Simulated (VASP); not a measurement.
# CdS in VASP: how settings move the PBE single point, part 2 of 2

The system is CdS, a lower-symmetry cell derived from the rocksalt prototype, a generated structure that needn't be the ground state.

VASP 6.6.1, plane waves, PAW; reference level PBE. The steps go on from the part before.

### Step 4. Try 2

The input, INCAR:

```
ENCUT = 520.000000
SIGMA = 0.020000
GGA = PE
PREC = Accurate
IBRION = -1
ISIF = 2
ISMEAR = -1
NBANDS = 16
NELM = 120
NSW = 0
LASPH = .TRUE.
LCHARG = .FALSE.
LWAVE = .FALSE.
LREAL = .FALSE.
EDIFF = 1e-09
```

The input, KPOINTS:

```
KPOINTS created by Atomic Simulation Environment
0
Gamma
8 8 8
0 0 0
```

The input, POSCAR:

```
Cd S
 1.0000000000000000
    -0.0430830694000000    2.7267765441999998    2.7267765441999998
     2.7267765441999998   -0.0430830694000000    2.7267765441999998
     2.6836934748000001    2.6836934748000001    0.0000000000000000
 Cd  S
   1   1
Cartesian
  0.0000000000000000  0.0000000000000000  0.0000000000000000
  2.6836934748000001  2.6836934748000001  2.7267765441999998
```

Run with:

```bash
$ mpirun -np 1 vasp_std
```

Printed to the terminal (iteration lines stand in OSZICAR):

```text
POSCAR found type information on POSCAR CdS
 POSCAR found :  2 types and       2 ions
 LDA part: xc-table for (Slater+PW92), standard interpolation
 POSCAR, INCAR and KPOINTS ok, starting setup
 FFT: planning ... GRIDC
 FFT: planning ... GRID_SOFT
 FFT: planning ... GRID
 WAVECAR not read
 entering main loop
```

OSZICAR:

```text
N       E                     dE             d eps       ncg     rms          rms(c)
DAV:   1     0.106861122959E+03    0.10686E+03   -0.93989E+03  3128   0.107E+03
DAV:   2    -0.274100531396E+01   -0.10960E+03   -0.10233E+03  3728   0.256E+02
DAV:   3    -0.642340922909E+01   -0.36824E+01   -0.36765E+01  3776   0.490E+01
DAV:   4    -0.644018577533E+01   -0.16777E-01   -0.16775E-01  3760   0.328E+00
DAV:   5    -0.644034543969E+01   -0.15966E-03   -0.15966E-03  3784   0.310E-01    0.765E+00
DAV:   6    -0.589108451686E+01    0.54926E+00   -0.85352E-01  4104   0.116E+01    0.639E+00
DAV:   7    -0.586548944343E+01    0.25595E-01   -0.17052E-01  3864   0.297E+00    0.330E+00
DAV:   8    -0.586465207743E+01    0.83737E-03   -0.18253E-02  3632   0.168E+00    0.307E-01
DAV:   9    -0.586446296443E+01    0.18911E-03   -0.15336E-03  3840   0.564E-01    0.635E-02
DAV:  10    -0.586450833006E+01   -0.45366E-04   -0.18353E-04  3808   0.140E-01    0.544E-02
DAV:  11    -0.586453362803E+01   -0.25298E-04   -0.41575E-05  3784   0.676E-02    0.177E-02
DAV:  12    -0.586452984049E+01    0.37875E-05   -0.12182E-05  3952   0.438E-02    0.957E-03
DAV:  13    -0.586453016192E+01   -0.32143E-06   -0.14118E-06  3288   0.790E-03    0.132E-02
DAV:  14    -0.586452993957E+01    0.22235E-06   -0.23333E-07  3776   0.261E-03    0.225E-03
DAV:  15    -0.586452993030E+01    0.92675E-08   -0.49633E-09  3688   0.512E-04    0.110E-03
DAV:  16    -0.586452990799E+01    0.22306E-07   -0.48186E-09  3992   0.600E-04    0.266E-04
DAV:  17    -0.586452990547E+01    0.25289E-08   -0.50057E-10  1824   0.155E-04    0.355E-05
DAV:  18    -0.586452990686E+01   -0.13961E-08   -0.45253E-11  1872   0.755E-05    0.137E-05
DAV:  19    -0.586452990741E+01   -0.54729E-09   -0.66165E-12  1704   0.184E-05
   1 F= -.58645299E+01 E0= -.58645141E+01  d E =-.316732E-04
```

OUTCAR, selected sections:

```text
k-points           NKPTS =     95   k-points in BZ     NKDIM =     95   number of bands    NBANDS=     16

   NELECT =      18.0000    total number of electrons

   dimension x,y,z NGX =    30 NGY =   30 NGZ =   28
   dimension x,y,z NGXF=    60 NGYF=   60 NGZF=   56

  energy-cutoff  :      520.00
  volume of cell :       40.54
      direct lattice vectors                 reciprocal lattice vectors
    -0.043083069  2.726776544  2.726776544    -0.180514564  0.180514564  0.183366694
     2.726776544 -0.043083069  2.726776544     0.180514564 -0.180514564  0.183366694
     2.683693475  2.683693475  0.000000000     0.186310398  0.186310398 -0.183366694

 k-points in reciprocal lattice and weights: KPOINTS created by Atomic Simulation Env
   0.00000000  0.00000000  0.00000000       0.002
   0.12500000  0.00000000  0.00000000       0.008
   0.25000000  0.00000000  0.00000000       0.008
   0.37500000  0.00000000  0.00000000       0.008
   0.50000000  0.00000000  0.00000000       0.004
   0.12500000  0.12500000  0.00000000       0.004
   0.25000000  0.12500000  0.00000000       0.008
   0.37500000  0.12500000  0.00000000       0.008
[... 87 more k-points ...]

 E-fermi :   3.1621

 k-point     1 :       0.0000    0.0000    0.0000
  band No.  band energies     occupation
      1      -9.8609      2.00000
      2      -4.6523      2.00000
      3      -4.6426      2.00000
      4      -4.6320      2.00000
      5      -4.6228      2.00000
      6      -4.6158      2.00000
      7       2.1221      2.00000
      8       2.2407      2.00000
      9       2.3717      2.00000
     10       3.9549      0.00000
     11      12.0200      0.00000
     12      12.2449      0.00000
     13      12.4682      0.00000
     14      14.2185      0.00000
     15      14.4632      0.00000
     16      14.5874      0.00000

 k-point     2 :       0.1250    0.0000    0.0000
  band No.  band energies     occupation
      1      -9.7278      2.00000
      2      -4.6955      2.00000
      3      -4.6751      2.00000
      4      -4.6543      2.00000
      5      -4.5969      2.00000
      6      -4.5950      2.00000
      7       1.0202      2.00000
      8       2.3096      2.00000
      9       2.4630      2.00000
     10       5.0907      0.00000
     11      10.9415      0.00000
     12      11.8826      0.00000
     13      12.0961      0.00000
     14      13.2826      0.00000
     15      13.4697      0.00000
     16      14.2749      0.00000

 k-point     3 :       0.2500    0.0000    0.0000
  band No.  band energies     occupation
      1      -9.3706      2.00000
      2      -4.8072      2.00000
      3      -4.7786      2.00000
      4      -4.7106      2.00000
      5      -4.5306      2.00000
      6      -4.5239      2.00000
      7      -0.4805      2.00000
      8       2.5799      2.00000
      9       2.6944      2.00000
     10       6.3886      0.00000
     11       9.8200      0.00000
     12      10.5065      0.00000
     13      10.6571      0.00000
     14      13.7512      0.00000
     15      14.0603      0.00000
     16      14.0605      0.00000

[... the tables of k-points 4 to 95 left out ...]

  Total        0.5524523      0.5524523      0.5386896      0.2651026      0.0000000      0.0000000
  in kB       21.8340937     21.8340937     21.2901622     10.4774187      0.0000000      0.0000000
  external PRESSURE =      21.6527832 kB  Pullay stress =       0.0000000 kB

 POSITION                                       TOTAL-FORCE (eV/Angst)
 -----------------------------------------------------------------------------------
      0.00000      0.00000      0.00000         0.000000     -0.000000      0.000000
      2.68369      2.68369      2.72678        -0.000000      0.000000     -0.000000
 -----------------------------------------------------------------------------------
    total drift:                               -0.000000      0.000000      0.000000

  FREE ENERGIE OF THE ION-ELECTRON SYSTEM (eV)
  ---------------------------------------------------
  free  energy   TOTEN  =        -5.8645299074 eV

  energy  without entropy=       -5.8644982342  energy(sigma->0) =       -5.86451407
```

Run time: 34 s. Hardware: 1 MPI rank of Intel Xeon 6975P-C, shared host; peak memory 0.2 GiB.

Changed: EDIFF = 1e-09. VASP runs to the end. Against the reference the energy moves by less than 0.1 meV/atom.

### Step 5. Try 3

The input, INCAR:

```
ENCUT = 520.000000
SIGMA = 0.020000
EDIFF = 1.00e-07
GGA = PE
PREC = Accurate
IBRION = -1
ISIF = 2
ISMEAR = -1
NBANDS = 16
NELM = 120
NSW = 0
LASPH = .TRUE.
LCHARG = .FALSE.
LWAVE = .FALSE.
LREAL = .FALSE.
ISPIN = 2
MAGMOM = -3 -3
```

The input, KPOINTS:

```
KPOINTS created by Atomic Simulation Environment
0
Gamma
8 8 8
0 0 0
```

The input, POSCAR:

```
Cd S
 1.0000000000000000
    -0.0430830694000000    2.7267765441999998    2.7267765441999998
     2.7267765441999998   -0.0430830694000000    2.7267765441999998
     2.6836934748000001    2.6836934748000001    0.0000000000000000
 Cd  S
   1   1
Cartesian
  0.0000000000000000  0.0000000000000000  0.0000000000000000
  2.6836934748000001  2.6836934748000001  2.7267765441999998
```

Run with:

```bash
$ mpirun -np 1 vasp_std
```

Printed to the terminal (iteration lines stand in OSZICAR):

```text
POSCAR found type information on POSCAR CdS
 POSCAR found :  2 types and       2 ions
 LDA part: xc-table for (Slater+PW92), standard interpolation
 POSCAR, INCAR and KPOINTS ok, starting setup
 FFT: planning ... GRIDC
 FFT: planning ... GRID_SOFT
 FFT: planning ... GRID
 WAVECAR not read
 entering main loop
```

OSZICAR:

```text
N       E                     dE             d eps       ncg     rms          rms(c)
DAV:   1     0.111014478842E+03    0.11101E+03   -0.96496E+03  6264   0.108E+03
DAV:   2     0.755428505563E+00   -0.11026E+03   -0.10297E+03  7520   0.258E+02
DAV:   3    -0.299467403259E+01   -0.37501E+01   -0.37395E+01  7408   0.494E+01
DAV:   4    -0.301206313111E+01   -0.17389E-01   -0.17387E-01  7616   0.337E+00
DAV:   5    -0.301222745362E+01   -0.16432E-03   -0.16432E-03  7520   0.315E-01    0.184E+01
DAV:   6    -0.572561051750E+01   -0.27134E+01   -0.13689E+00  6768   0.117E+01    0.867E+00
DAV:   7    -0.587630205882E+01   -0.15069E+00   -0.24871E-01  6920   0.380E+00    0.458E+00
DAV:   8    -0.586981537635E+01    0.64867E-02   -0.39879E-02  7480   0.155E+00    0.198E+00
DAV:   9    -0.586550622520E+01    0.43092E-02   -0.51129E-03  7040   0.684E-01    0.709E-01
DAV:  10    -0.586440656627E+01    0.10997E-02   -0.12540E-03  7512   0.300E-01    0.128E-01
DAV:  11    -0.586450032870E+01   -0.93762E-04   -0.14211E-04  7328   0.113E-01    0.820E-02
DAV:  12    -0.586451718355E+01   -0.16855E-04   -0.13088E-05  7336   0.359E-02    0.527E-02
DAV:  13    -0.586452754491E+01   -0.10361E-04   -0.92911E-06  6912   0.262E-02    0.197E-02
DAV:  14    -0.586452983367E+01   -0.22888E-05   -0.28299E-06  7264   0.157E-02    0.236E-03
DAV:  15    -0.586452993318E+01   -0.99510E-07   -0.18196E-07  6768   0.350E-03
   1 F= -.58645299E+01 E0= -.58645141E+01  d E =-.316689E-04  mag=     0.0000
```

OUTCAR, selected sections:

```text
k-points           NKPTS =     95   k-points in BZ     NKDIM =     95   number of bands    NBANDS=     16

   NELECT =      18.0000    total number of electrons

   dimension x,y,z NGX =    30 NGY =   30 NGZ =   28
   dimension x,y,z NGXF=    60 NGYF=   60 NGZF=   56

  energy-cutoff  :      520.00
  volume of cell :       40.54
      direct lattice vectors                 reciprocal lattice vectors
    -0.043083069  2.726776544  2.726776544    -0.180514564  0.180514564  0.183366694
     2.726776544 -0.043083069  2.726776544     0.180514564 -0.180514564  0.183366694
     2.683693475  2.683693475  0.000000000     0.186310398  0.186310398 -0.183366694

 k-points in reciprocal lattice and weights: KPOINTS created by Atomic Simulation Env
   0.00000000  0.00000000  0.00000000       0.002
   0.12500000  0.00000000  0.00000000       0.008
   0.25000000  0.00000000  0.00000000       0.008
   0.37500000  0.00000000  0.00000000       0.008
   0.50000000  0.00000000  0.00000000       0.004
   0.12500000  0.12500000  0.00000000       0.004
   0.25000000  0.12500000  0.00000000       0.008
   0.37500000  0.12500000  0.00000000       0.008
[... 87 more k-points ...]

 E-fermi :   3.1621

 k-point     1 :       0.0000    0.0000    0.0000
  band No.  band energies     occupation
      1      -9.8609      1.00000
      2      -4.6523      1.00000
      3      -4.6426      1.00000
      4      -4.6321      1.00000
      5      -4.6228      1.00000
      6      -4.6159      1.00000
      7       2.1220      1.00000
      8       2.2407      1.00000
      9       2.3716      1.00000
     10       3.9548      0.00000
     11      12.0200      0.00000
     12      12.2448      0.00000
     13      12.4682      0.00000
     14      14.2183      0.00000
     15      14.4631      0.00000
     16      14.6383      0.00000

 k-point     2 :       0.1250    0.0000    0.0000
  band No.  band energies     occupation
      1      -9.7278      1.00000
      2      -4.6955      1.00000
      3      -4.6751      1.00000
      4      -4.6543      1.00000
      5      -4.5969      1.00000
      6      -4.5950      1.00000
      7       1.0201      1.00000
      8       2.3095      1.00000
      9       2.4630      1.00000
     10       5.0906      0.00000
     11      10.9414      0.00000
     12      11.8826      0.00000
     13      12.0961      0.00000
     14      13.2826      0.00000
     15      13.4696      0.00000
     16      14.2748      0.00000

 k-point     3 :       0.2500    0.0000    0.0000
  band No.  band energies     occupation
      1      -9.3706      1.00000
      2      -4.8073      1.00000
      3      -4.7786      1.00000
      4      -4.7107      1.00000
      5      -4.5306      1.00000
      6      -4.5239      1.00000
      7      -0.4806      1.00000
      8       2.5798      1.00000
      9       2.6944      1.00000
     10       6.3886      0.00000
     11       9.8199      0.00000
     12      10.5064      0.00000
     13      10.6571      0.00000
     14      13.7512      0.00000
     15      14.0602      0.00000
     16      14.0605      0.00000

[... the tables of k-points 4 to 95 left out ...]

  Total        0.5527139      0.5527139      0.5389373      0.2650943      0.0000000      0.0000000
  in kB       21.8444324     21.8444324     21.2999502     10.4770938      0.0000000      0.0000000
  external PRESSURE =      21.6629383 kB  Pullay stress =       0.0000000 kB

 POSITION                                       TOTAL-FORCE (eV/Angst)
 -----------------------------------------------------------------------------------
      0.00000      0.00000      0.00000        -0.000000     -0.000000     -0.000000
      2.68369      2.68369      2.72678         0.000000      0.000000      0.000000
 -----------------------------------------------------------------------------------
    total drift:                               -0.000000      0.000000      0.000000

  FREE ENERGIE OF THE ION-ELECTRON SYSTEM (eV)
  ---------------------------------------------------
  free  energy   TOTEN  =        -5.8645299332 eV

  energy  without entropy=       -5.8644982643  energy(sigma->0) =       -5.86451410
```

It took 56 s on 1 MPI rank of Intel Xeon 6975P-C, shared host; peak memory 0.24 GiB.

Changed: ISPIN = 2, MAGMOM = -3 -3. The run ends normally. Against the reference the energy moves by less than 0.1 meV/atom. The run starts with moments and ends with 0.00 μB a cell: no net moment is left.

### Step 6. All runs together

The summary covers parts 1 to 2.

| run | changed | ending | energy change (meV/atom) | pressure (GPa) | gap on the mesh (eV; negative: overlap) | electronic steps | time | usable |
| --- | --- | --- | --- | --- | --- | --- | --- | --- |
| ref. | – | converged | 0 | 2.2 | 0.18 | 15 | 29 s | yes |
| 1 | NBANDS = 13, EDIFF = 1e-08, NELM = 67 | converged | 0.0 | 2.2 | 0.18 | 17 | 26 s | yes |
| 2 | EDIFF = 1e-09 | converged | 0.0 | 2.2 | 0.18 | 19 | 34 s | yes |
| 3 | ISPIN = 2, MAGMOM = -3 -3 | converged | 0.0 | 2.2 | – | 15 | 56 s | yes |

Of 3 altered inputs, 3 gave usable results.
